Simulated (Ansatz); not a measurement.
# CoSi2: a tetragonal deformation path

The task here is to estimate one member of a computed series from the others.

Computed with Ansatz 0.2.0 (DFT PBEsol, scalar-relativistic, plane waves, PAW, unless a step's input says otherwise).

1 further run of the same task is left out (set aside as unsound or not needed).

### The system as given

Symmetry: Fm-3m, No. 225, cubic system. Conventional cell: a = 5.313 Å, b = 5.313 Å, c = 5.313 Å, α = 90.00°, β = 90.00°, γ = 90.00°. Co (site symmetry m-3m) is surrounded by 8 Si at 2.30 Å. Si (site symmetry -43m) is surrounded by 4 Co at 2.30 Å.

As a file:

```
CELL_PARAMETERS angstrom
0.00000 2.65625 2.65625
2.65625 0.00000 2.65625
2.65625 2.65625 0.00000
ATOMIC_POSITIONS crystal
Co 0.00000 0.00000 0.00000
Si 0.25000 0.25000 0.25000
Si 0.75000 0.75000 0.75000
```

It is the result of an earlier relaxation at this level (volume 12.49 Å³/atom; gap on the mesh: none (metal)).

The first run:

Contents of input.yaml:

```yaml
crystal:
  lattice:
    - [0.0, 2.656253972, 2.656253972]
    - [2.656253972, 0.0, 2.656253972]
    - [2.656253972, 2.656253972, 0.0]
  atoms:
    - { symbol: Co, position: [0.0, 0.0, 0.0] }
    - { symbol: Si, position: [0.25, 0.25, 0.25] }
    - { symbol: Si, position: [0.75, 0.75, 0.75] }
basis:
  ecutwfc: 420
kpoints:
  mp_grid: { grid: [18, 18, 18] }
hamiltonian:
  xc: pbesol
scf:
  occupations: { method: gaussian, width: 0.15 }
output:
  forces: true
  stress: true
  eigenvalues: true
```

Run with:

```console
ansatz run input.yaml --threads 1 --pin off --max-ram 2560MiB --backend cpu --events-out ev --progress --plain --runs-dir out
```

Among the steps run: The undisturbed cell; At ρ = 0.707; Point ρ = 1.414; ρ = 0.850; ρ = 1.200; At ρ = 0.780; Point ρ = 1.300; At ρ = 0.920; At ρ = 1.100; ρ = 0.650; At ρ = 1.500; Point ρ = 0.960; Point ρ = 1.050.

One table of the session follows, with a row left open; its other results are not shown here.

| ρ | ΔE (meV/atom) | pressure (GPa) |
| --- | --- | --- |
| 0.650 | 1102.0 | 27.8 |
| 0.707 | ? | ? |
| 0.780 | 267.4 | 6.8 |
| 0.850 | 95.8 | 2.4 |
| 0.920 | 21.3 | 0.5 |
| 0.960 | 4.7 | 0.1 |
| 1.000 | 0.0 | 0.0 |
| 1.050 | 6.0 | 0.1 |
| 1.100 | 22.0 | 0.5 |
| 1.200 | 78.7 | 1.8 |
| 1.300 | 166.4 | 3.5 |
| 1.414 | 312.8 | 6.2 |
| 1.500 | 453.0 | 8.7 |

**Question.** Estimate the row for ρ = 0.707.

Worked estimate for «ΔE (meV/atom)». A straight line through the neighbours (0.650, 1102.0) and (0.780, 267.4) gives 1102.0 + (267.4 − 1102.0) × (0.707 − 0.650) / (0.780 − 0.650) = 736.1; a parabola fitted to 3 rows on both sides gives 653.5.

The run gave: ΔE (meV/atom): 626.0; pressure (GPa): 15.8. In «ΔE (meV/atom)» the line misses by +110.1 and the parabola by +27.5.

To keep in mind: Spin polarisation is off in the runs that give these values; a magnetic solution could lie lower.
